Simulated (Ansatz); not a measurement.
# AlN: the cell at several levels of theory

The task here is to estimate one member of a computed series from the others.

Code: Ansatz 0.2.0. PAW datasets, plane waves, zero pressure. No spin polarisation and no zero-point or thermal motion.

## The structure to begin with

This is the cell as the run starts from it, not yet at rest; its lengths are not the crystal's.

Space group F-43m (No. 216), cubic; conventional cell a = 4.137 Å, 8.85 Å³ an atom. Around Al lie 4 N at 1.79 Å; around N lie 4 Al at 1.79 Å.

Coordinates:

```
Al N
1.0
     0.00000    2.06842    2.06842
     2.06842    0.00000    2.06842
     2.06842    2.06842    0.00000
Al N
1 1
Direct
  0.00000 0.00000 0.00000
  0.25000 0.25000 0.25000
```

The first run:

input.yaml

```yaml
crystal:
  lattice:
    - [0.0, 2.0684150744, 2.0684150744]
    - [2.0684150744, 0.0, 2.0684150744]
    - [2.0684150744, 2.0684150744, 0.0]
  atoms:
    - { symbol: Al, position: [0.0, 0.0, 0.0] }
    - { symbol: "N", position: [0.25, 0.25, 0.25] }
kpoints:
  mp_grid: { grid: [10, 10, 10] }
hamiltonian:
  xc: pbe
scf:
  occupations: { method: fermi_dirac, width: 0.02 }
relax:
  f_tol: 0.005
  cell: {}
```

Launch:

```bash
$ ansatz run input.yaml --threads 8 --pin off --max-ram 12902MiB --backend cpu --events-out ev --progress --plain --runs-dir out
```

Steps of the session up to this table: Relaxation with PBE; r2SCAN: cell and atoms; Relaxation with PBEsol; Relaxing with LDA; Relaxation with HSE06.

One table of the session follows, with a row left open; its other results are not shown here.

| level | a (Å) | volume (Å³/atom) |
| --- | --- | --- |
| PBE | ? | ? |
| r2SCAN | 4.370 | 10.430 |
| PBEsol | 4.378 | 10.487 |
| LDA | 4.342 | 10.235 |
| HSE06 | 4.365 | 10.399 |

Estimate the missing values for PBE.

The run gave: a (Å): 4.403; volume (Å³/atom): 10.670. In the column «a (Å)» it is the highest.

In words: The first relaxation changed the volume by +20.6 % from the start. LDA gives the smallest cell and PBE the largest; they differ by 4.3 % in volume, a mean of 1.4 % in length. The meshes differ: PBE 10×10×10, r2SCAN 10×10×10, PBEsol 10×10×10, LDA 10×10×10, HSE06 6×6×6.
